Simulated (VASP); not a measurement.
Input of a VASP 6.6.1 run:

POSCAR

```
MgO
1.0
    2.9380209034      0.0000000000      0.0000000000
   -1.4690104517      2.5444007392      0.0000000000
    0.0000000000      0.0000000000      2.6796800000
Mg O
1 1
Direct
    0.0000000000      0.0000000000      0.0000000000
    0.3333333333      0.6666666667      0.5000000000
```

Contents of INCAR.step1:

```
SYSTEM = MgO
  PREC = Accurate
  ENCUT = 450
  EDIFF = 1E-8
  ISMEAR = 0
  SIGMA = 0.01
  LREAL = .False.
  LASPH = .True.
  NELM = 60
  ALGO = Fast
  LWAVE = .True.
  LCHARG = .False.
  GGA = PE
```

INCAR.step2

```
SYSTEM = MgO
  PREC = Accurate
  ENCUT = 450
  EDIFF = 1E-8
  ISMEAR = 0
  SIGMA = 0.01
  LREAL = .False.
  LASPH = .True.
  NELM = 1
  ALGO = Exact
  LWAVE = .True.
  LCHARG = .False.
  GGA = PE
  NBANDS = 63
  LOPTICS = .True.
  ISTART = 1
```

Contents of INCAR.step3:

```
SYSTEM = MgO
  PREC = Accurate
  ENCUT = 450
  EDIFF = 1E-8
  ISMEAR = 0
  SIGMA = 0.01
  LREAL = .False.
  LASPH = .True.
  ALGO = EVGW0
  LWAVE = .False.
  LCHARG = .False.
  GGA = PE
  NELMGW = 4
  NBANDS = 63
  ENCUTGW = 120
  NOMEGA = 50
  PRECFOCK = Fast
  ISTART = 1
  NBANDSGW = 12
```

KPOINTS

```
Automatic mesh
0
Gamma
  6 6 6
  0 0 0
```

Potentials or basis: VASP PAW PBE potentials, release 64 (Mg_GW, O_GW).

The run is started by

```console
$ cat potpaw_PBE.64/Mg_GW/POTCAR potpaw_PBE.64/O_GW/POTCAR > POTCAR
$ cp INCAR.step1 INCAR
$ mpirun -np 1 vasp_std > vasp.out
$ cp INCAR.step2 INCAR
$ mpirun -np 1 vasp_std > vasp.out
$ cp INCAR.step3 INCAR
$ mpirun -np 1 vasp_std > vasp.out
```

Question: Estimate the quasiparticle gap.

Answer: 5.35 eV.

Question: Estimate the least direct quasiparticle gap.

Answer: 5.83 eV.

Question: Estimate the band gap on the k mesh, mean-field level.

Answer: 3.00 eV, indirect (least direct gap 3.40 eV).

Quasiparticle gap after each update of the energies (eV): 4.95, 5.28, 5.34, 5.35

Caveat: bands, screening cutoff and mesh are small and nothing is extrapolated, so the quasiparticle values aren't converged. A k mesh can miss the band edges.
